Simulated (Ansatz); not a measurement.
# Direct or indirect: HfS2 sheet (P-3m1)

```xyz
3
Lattice="3.6538 -0.0001 0.0000 1.8270 3.1643 0.0000 0.0000 0.0000 17.8900" Properties=species:S:1:pos:R:3 pbc="T T T"
Hf   -0.0018   -0.0011    8.9450
S     1.8246    1.0534   10.3895
S     3.6516    2.1081    7.5005
```

Method: Ansatz, PBE, independent particles, without spin-orbit coupling, line width 0.15 eV (Gaussian). The band structure gives a fundamental gap of 1.31 eV. The spectrum of vertical transitions near the edge:

```json
{"E (eV)": "0.84", "absorbance (%), E ∥ xy": "0.00"}
{"E (eV)": "0.96", "absorbance (%), E ∥ xy": "0.00"}
{"E (eV)": "1.08", "absorbance (%), E ∥ xy": "0.00"}
{"E (eV)": "1.20", "absorbance (%), E ∥ xy": "0.00"}
{"E (eV)": "1.32", "absorbance (%), E ∥ xy": "0.00"}
{"E (eV)": "1.44", "absorbance (%), E ∥ xy": "0.00"}
{"E (eV)": "1.56", "absorbance (%), E ∥ xy": "0.00"}
{"E (eV)": "1.68", "absorbance (%), E ∥ xy": "0.00"}
{"E (eV)": "1.80", "absorbance (%), E ∥ xy": "0.02"}
{"E (eV)": "1.92", "absorbance (%), E ∥ xy": "0.30"}
{"E (eV)": "2.04", "absorbance (%), E ∥ xy": "1.59"}
{"E (eV)": "2.16", "absorbance (%), E ∥ xy": "4.06"}
{"E (eV)": "2.28", "absorbance (%), E ∥ xy": "7.84"}
{"E (eV)": "2.40", "absorbance (%), E ∥ xy": "13.69"}
{"E (eV)": "2.52", "absorbance (%), E ∥ xy": "18.37"}
{"E (eV)": "2.64", "absorbance (%), E ∥ xy": "18.06"}
{"E (eV)": "2.76", "absorbance (%), E ∥ xy": "13.94"}
{"E (eV)": "2.88", "absorbance (%), E ∥ xy": "10.53"}
{"E (eV)": "3.00", "absorbance (%), E ∥ xy": "8.37"}
{"E (eV)": "3.12", "absorbance (%), E ∥ xy": "6.76"}
{"E (eV)": "3.24", "absorbance (%), E ∥ xy": "5.54"}
{"E (eV)": "3.36", "absorbance (%), E ∥ xy": "4.62"}
```

(1) Is the gap direct or indirect, and about where do vertical transitions set in?

Results:

(1) Indirect, by the band path, whose least direct gap is 2.07 eV. The curves fit this: they stay near zero above 1.31 eV and rise only from about 2.1 eV, though a forbidden direct transition would look alike. Lines are broadened by 0.15 eV, which spreads the edge, and phonons, which would give weak absorption from the fundamental gap up, are left out.

Note: cells built here by substitution need not match a known phase.

[Logs are printed without paths, hosts, clocks, repeated set-up lines and the standing remarks that a program may print on its own settings, such as how far it seeks lower states.]
